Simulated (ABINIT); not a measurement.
# MoS2 (P6_3/mmc) in ABINIT: settings compared, part 2 of 2

ABINIT 10.8.3 (patched build). The steps go on from the part before.

## 3. Relaxation of cell and atoms, PBEsol

Input file run.abi:

```
# Pseudopotentials
pp_dirpath "./"
pseudos "Mo.GGA_PBE-JTH.xml, S.GGA_PBE-JTH.xml"

# Structure
acell 3*1.0
rprim
     5.9885420889     0.0000000000     0.0000000000
    -2.9942710445     5.1862295807     0.0000000000
     0.0000000000     0.0000000000    23.2889847599
ntypat 2
znucl 42 16
natom 6
typat 1 1 2 2 2 2
xred
     0.6666666667     0.3333333333     0.7500000000
     0.3333333333     0.6666666667     0.2500000000
     0.6666666667     0.3333333333     0.3770000000
     0.3333333333     0.6666666667     0.8770000000
     0.6666666667     0.3333333333     0.1230000000
     0.3333333333     0.6666666667     0.6230000000
chkprim 0
chksymtnons 0
tolsym 1.0e-6

# Plane-wave basis
ecut 20.0
pawecutdg 40.0
pawxcdev 0

# k points
kptopt 1
ngkpt 5 5 2
nshiftk 1
shiftk 0.0 0.0 0.0

# Exchange and correlation
ixc -116133

# Bands and occupations
nband 32
occopt 3
tsmear 0.05 eV

# SCF cycle
nstep 100
tolvrs 1.0e-9

# Output
iomode 3
prtwf 0
prtden 0
prteig 0
prtebands 0
enunit 1

# Relaxation
ionmov 2
ntime 60
tolmxf 5.0e-5
optcell 2
dilatmx 1.08
ecutsm 0.5
```

Potentials or basis: JTH PAW PBE v2.0.

On the command line:

```bash
$ abinit run.abi > log 2>&1
```

run.abo:

```text
.Version 10.8.3 of ABINIT
 Symmetries : space group P6_3/m m c (#194); Bravais hP (primitive hexag.)
================================================================================
 Values of the parameters that define the memory need of the present run
     intxc =       0    ionmov =       2      iscf =      17    lmnmax =      18
     lnmax =       6     mgfft =     108  mpssoang =       3    mqgrid =    7161
     natom =       6  nloc_mem =       2    nspden =       1   nspinor =       1
    nsppol =       1      nsym =      24    n1xccc =       1    ntypat =       2
    occopt =       3   xclevel =       2
       mpw =        3912          nfft =       97200          nkpt =          10
 PAW method is used; the additional fine FFT grid is defined by:
   mgfftf=       144    nfftf =    230400
================================================================================
================================================================================

--------------------------------------------------------------------------------
------------- Echo of variables that govern the present computation ------------
--------------------------------------------------------------------------------
 -outvars: echo values of preprocessed input variables --------
            acell      1.0000000000E+00  1.0000000000E+00  1.0000000000E+00 Bohr
              amu      9.59400000E+01  3.20660000E+01
          chkprim           0
      chksymtnons           0
          dilatmx      1.08000000E+00
[... 1743 lines left out ...]
-Cartesian components of stress tensor (GPa)         [Pressure= -3.1426E-03 GPa]
- sigma(1 1)=  2.37153596E-03  sigma(3 2)=  0.00000000E+00
- sigma(2 2)=  2.37152978E-03  sigma(3 1)=  0.00000000E+00
- sigma(3 3)=  4.68478439E-03  sigma(2 1)=  1.92416854E-09

== END DATASET(S) ==============================================================
================================================================================

 -outvars: echo values of variables after computation  --------
            acell      5.9414926589E+00  5.9414926590E+00  2.3677526346E+01 Bohr
           etotal     -1.7911164717E+02
            fcart     -6.0048124697E-28 -1.0531465951E-27  8.8844968426E-32
                       4.8718289849E-28  1.6680272159E-27 -0.0000000000E+00
                      -1.6994752273E-28 -2.0277977919E-28 -2.1307488281E-06
                       1.6994752273E-28  1.7661464639E-28 -2.1307488281E-06
                      -5.6649174243E-29 -2.6819261118E-28  2.1307488281E-06
                       1.6994752273E-28 -3.2052287678E-28  2.1307488281E-06
            rprim      1.0000000000E+00  0.0000000000E+00  0.0000000000E+00
                      -5.0000000000E-01  8.6602540378E-01  0.0000000000E+00
                       0.0000000000E+00  0.0000000000E+00  1.0000000000E+00
           strten      8.0606868770E-08  8.0606658781E-08  1.5923258491E-07
                       0.0000000000E+00  0.0000000000E+00  6.5401159422E-14
           xangst      1.5720512558E+00  9.0762421575E-01  9.3972055082E+00
                      -1.7500891429E-11  1.8152484315E+00  3.1324018361E+00
                       1.5720512558E+00  9.0762421575E-01  4.6924816850E+00
                      -1.7500891429E-11  1.8152484315E+00  1.0957285357E+01
                       1.5720512558E+00  9.0762421575E-01  1.5723219871E+00
                      -1.7500891429E-11  1.8152484315E+00  7.8371256592E+00
             xred      6.6666666667E-01  3.3333333333E-01  7.5000000000E-01
                       3.3333333333E-01  6.6666666667E-01  2.5000000000E-01
                       6.6666666667E-01  3.3333333333E-01  3.7451147160E-01
                       3.3333333333E-01  6.6666666667E-01  8.7451147160E-01
                       6.6666666667E-01  3.3333333333E-01  1.2548852840E-01
                       3.3333333333E-01  6.6666666667E-01  6.2548852840E-01
 Calculation completed.
```

It took 6.3 min on 1 thread of AMD EPYC 9R45 (Zen 5), shared host; peak memory 0.21 GiB.

Results:

```
Free energy                                           : -4873.8762 eV
Relaxed volume                                        : 17.88 Å³/atom
Relaxed cell                                          : a = 3.144 Å, b = 3.144 Å, c = 12.530 Å, α = 90.00°, β = 90.00°, γ = 120.00°
Space group after relaxing (to 0.05 Å)                : P6_3/mmc (No. 194)
Energy gained by relaxing                             : 3.7 meV/atom
Ionic steps                                           : 12
Pressure after relaxing                               : 0.0 GPa
Band gap on the k mesh                                : 1.00 eV, indirect (least direct gap 2.26 eV)
Valence electrons inside the program's atomic spheres : Mo 11.31; S 3.59
```

The path:
```tsv
step	energy change (eV)	largest force (eV/Å)	pressure (GPa)	volume (Å³)
1	0.0000	0.2850	-2.67	107.18
2	-0.0132	0.1085	-1.18	106.31
3	-0.0173	0.0220	0.09	105.57
4	-0.0179	0.0150	0.17	105.51
5	-0.0189	0.0372	0.16	105.49
6	-0.0191	0.0457	0.12	105.54
7	-0.0198	0.0777	-0.10	105.94
8	-0.0207	0.0848	-0.23	106.48
9	-0.0216	0.0525	-0.21	107.09
10	-0.0219	0.0174	-0.08	107.27
11	-0.0219	0.0019	-0.01	107.28
12	-0.0219	0.0001	0.00	107.27
```

Final structure:
```
Mo S
1.0
     3.14410    0.00000    0.00000
    -1.57205    2.72287    0.00000
     0.00000    0.00000   12.52961
Mo S
2 4
Direct
  0.66667 0.33333 0.75000
  0.33333 0.66667 0.25000
  0.66667 0.33333 0.37451
  0.33333 0.66667 0.87451
  0.66667 0.33333 0.12549
  0.33333 0.66667 0.62549
```

Levels at points of the mesh, in eV from the valence-band top:
```tsv
k point	band 24	band 25	band 26	band 27	band 28	band 29
(0.00, 0.00, 0.00)	-1.29	-1.15	0.00	2.26	2.26	2.28
(0.00, 0.00, 0.50)	-2.06	-0.29	-0.29	2.27	2.27	2.27
```

Caveat: the k mesh is coarse (spacing up to 0.46 Å⁻¹), so the values aren't converged; the PAW data sets were made with another functional, which shifts forces and pressure a little; an odd mesh through Γ misses points on the zone boundary, where band edges often lie; this functional lacks dispersion, which binds the layers, so the pressure and a relaxed spacing across them are unreliable.
